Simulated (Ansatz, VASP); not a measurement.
## Two plane-wave programs on Al2O3

```xyz
5
Lattice="2.9231 0.0000 0.0000 -1.4616 2.5315 0.0000 0.0000 0.0000 8.0715" Properties=species:S:1:pos:R:3 pbc="T T T"
Al    0.0000    0.0000    2.2435
Al    0.0000    0.0000    5.8281
O     0.0000    1.6877    1.6099
O     1.4616    0.8438    6.4616
O     0.0000    0.0000    4.0358
```

Alike in both runs: task single point; functional LDA; k mesh 12 × 12 × 4; occupations gaussian, width 0.05 eV; no spin polarisation.

|  | VASP | Ansatz |
| --- | --- | --- |
| version | VASP 6.6.1 | Ansatz 0.2.0 |
| potentials or method | VASP PAW LDA potentials, release 64 (Al, O) | scalar-relativistic, plane waves, PAW |
| plane-wave cutoff (eV) | 520 | 420 |
| valence electrons in the cell | 24 | 24 |

Ansatz gave:

* gap on the k mesh at the Fermi level (eV): 1.14
* least direct gap on the mesh (eV): 1.14
* pressure (GPa): -8.6
* largest component of the traceless stress (GPa): 25.70
* rms of the force components (eV/Å): 1.049

**Question.** Estimate VASP's values.

**Answer.** gap on the k mesh at the Fermi level (eV): 1.14; least direct gap on the mesh (eV): 1.14; pressure (GPa): -7.9; largest component of the traceless stress (GPa): 25.67; rms of the force components (eV/Å): 1.029.

Atom by atom the forces differ by 0.022 eV/Å (rms over components).

Caveats: forces of over 1 eV/Å show positions far from the minimum, so gaps and moduli don't describe the material at rest. As with any semilocal functional, this LDA gap is likely too small. A k mesh can miss the band edges.
